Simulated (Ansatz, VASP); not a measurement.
**One calculation of WC, two programs**

```
W C
1.0
     2.92678   -0.05801    0.00276
    -1.51363    2.50565   -0.00276
     0.00269   -0.00156    2.87214
W C
1 1
Direct
  0.98935 0.01065 0.08632
  0.67732 0.32268 0.41368
```

Alike in both runs: task single point; functional PBEsol; k mesh 14 × 14 × 12; occupations gaussian, width 0.1 eV; no spin polarisation.

```csv
,VASP,Ansatz
version,VASP 6.6.1,Ansatz 0.2.0
potentials or method,"VASP PAW PBE potentials, release 64 (W_sv, C)","scalar-relativistic, plane waves, PAW"
plane-wave cutoff (eV),520,420
valence electrons in the cell,18,18
```

```csv
,VASP,Ansatz,Ansatz less VASP
gap on the k mesh at the Fermi level (eV),none,none,-
pressure (GPa),49.1,47.4,-1.77
largest component of the traceless stress (GPa),13.61,13.32,-0.286
rms of the force components (eV/Å),4.671,4.616,-0.0548
```

Atom by atom the forces differ by 0.055 eV/Å (rms over components). A gap of «none» marks a metal or a gap that the smearing closes. With one functional, cell and mesh, what is left measures potentials, basis and numerics. Ansatz warned: «near_symmetry_operations_not_taken».

Caveats: so large a pressure means that the cell lies far from this level's equilibrium, or that cutoff or potentials fall short (VASP); the potentials were made for another functional, which shifts forces and pressure (VASP). Spin-orbit coupling is left out, which matters for the levels of W.
